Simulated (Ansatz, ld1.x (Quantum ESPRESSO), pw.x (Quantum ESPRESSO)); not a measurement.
**From atom to crystal: RRKJ potential for Nb (Z = 41)**

```
Element                 : Nb (Z = 41)
Generator               : ld1.x (Quantum ESPRESSO) 7.5
Type                    : norm-conserving RRKJ (Kleinman–Bylander form)
Functional              : PBE
Relativity              : scalar-relativistic
Frozen core             : [Kr]
Valence charge          : 5
Reference configuration : 4d4 5s1 5p0
Partial waves           : 5p (bound, empty): rc 2.90 bohr; 4d (bound): rc 2.05 bohr; 5s (bound): rc 2.40 bohr
Local potential         : the s channel
Core correction         : none
rho0                    : 0.001
```

Crystal test: diamond Nb in pw.x 7.5, no spin, 8³ k-points, Fermi–Dirac smearing 0.01 Ry, cutoffs 45/180 Ry. The reference is all-electron LAPW (Ansatz 0.2.0) with the same functional, mesh and smearing; V0 and B0 come from Birch–Murnaghan fits to the pressures at five volumes. Errors are pseudo minus all-electron; Δ is the rms difference of the E(V) curves that follow from these fits, minima aligned, over ±6 % about the mean V0. Mesh and smearing are coarse, so the numbers serve the comparison and aren't converged zero-temperature values; the lattice is a test structure that the element need not adopt.

```csv
V (Å³/atom),P all-electron (GPa),P pseudo (GPa)
24.643,3.74,8.02
25.291,1.78,5.90
25.940,0.06,4.01
26.588,-1.47,2.34
27.237,-2.80,0.85
```

All-electron: a0 = 5.922 Å (V0 = 25.96 Å³/atom), B0 = 64.5 GPa.

Pseudopotential: mean pressure error (GPa): +3.96. The pressure does not cross zero within the volumes sampled, so no fit is given. The largest radius (2.90 bohr) exceeds half the bond length (2.42 bohr), so the spheres overlap, which is one possible source of error among others. This is a poor potential for the solid.

Problem. At the middle volume, how do free energy and pressure move when the wave cutoff is lowered (ecutrho kept at four times it)?

Solution.

```json
{"cutoff (Ry)": "20", "shift of F (meV/atom)": "+1746.4", "shift of P (GPa)": "-38.23"}
{"cutoff (Ry)": "27", "shift of F (meV/atom)": "+195.7", "shift of P (GPa)": "-7.95"}
{"cutoff (Ry)": "36", "shift of F (meV/atom)": "+3.7", "shift of P (GPa)": "-0.21"}
```

The run at the middle volume (29 k-points, 9 iterations) took about 10 s on one core of a shared host (Neoverse-V1, 32 threads, 247 GiB, load 32).
